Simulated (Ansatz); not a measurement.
Runs of Ansatz 0.2.0 on MgO. Symmetry: Fm-3m, No. 225, cubic system. Conventional cell: a = 4.194 Å, b = 4.194 Å, c = 4.194 Å, α = 90.00°, β = 90.00°, γ = 90.00°. Mg (site symmetry m-3m) is surrounded by 6 O at 2.10 Å. O (site symmetry m-3m) is surrounded by 6 Mg at 2.10 Å. The cell is a database's computed one.

```tsv
task	level	potentials or basis	cell	k mesh	cutoff (eV)	smearing	basis error allowed	gap on the mesh (eV)	pressure (GPa)
single point	PBE	all-electron PAW datasets made for the crystal	as given	8 × 8 × 8	360	fermi-dirac 0.05 eV	-	4.86	7.0
single point	PBE	all-electron LAPW, scalar-relativistic	as given	11 × 11 × 11	316	gaussian 0.011 eV	0.001 eV/atom	4.86	7.0
single point	HSE06	all-electron PAW datasets made for the crystal	as given	8 × 8 × 8	430	fermi-dirac 0.05 eV	-	(a)	0.9
single point	PBE	all-electron LAPW, scalar-relativistic	as given	11 × 11 × 11	316	gaussian 0.024 eV	0.001 eV/atom	4.86	7.0
Born charges and dielectric tensor	PBE	all-electron PAW datasets made for the crystal	as given	11 × 11 × 11	400	fixed	-	4.86	-
relaxation of cell and atoms	revPBE	all-electron LAPW, scalar-relativistic	relaxed	11 × 11 × 11	-	fermi-dirac 0.05 eV	0.001 eV/atom	4.32	0.0
single point	PBE	all-electron LAPW, scalar-relativistic	as given	11 × 11 × 11	316	gaussian 0.013 eV	0.001 eV/atom	4.86	7.0
single point	PBE	all-electron LAPW, scalar-relativistic	as given	11 × 11 × 11	316	gaussian 0.022 eV	0.001 eV/atom	4.86	7.0
```

Alike in all rows: no spin polarisation.

**Question.** Estimate the missing entries.

**Answer.** (a) 6.61.

Caveats: the program warned that the printed levels may be off, so bands, gaps and densities of states are rough (some runs); an odd mesh through Γ misses points on the zone boundary, where band edges often lie (some runs).

The runs don't all hold the same shells in valence.
